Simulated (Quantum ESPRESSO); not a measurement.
Crystal: BAs.

```
As B
1.0
     0.00000    2.38850    2.38850
     2.38850    0.00000    2.38850
     2.38850    2.38850    0.00000
As B
1 1
Direct
  0.75000 0.75000 0.75000
  0.00000 0.00000 0.00000
```

Base run:

```yaml
Program: Quantum ESPRESSO 7.5
Functional: WC
Potentials_or_basis: GBRV 1.5 PBE
Cutoff: 612 eV
Density_cutoff: 4898 eV
k_mesh: 8 × 8 × 8, shifted
Occupations: fermi-dirac, width 0.05 eV
Spin: no spin polarisation
```

Its results: pressure 0.5 GPa; electronic dielectric tensor (diagonal) 9.87.

**Question.** The run is repeated on the same cell with these changes: functional from WC to AM05. What comes out?

**Answer.** Pressure 0.0 GPa; electronic dielectric tensor (diagonal) 9.84.

Caveats: the potentials were made for another functional, which shifts forces and pressure.

Not every run made on this cell is shown here.
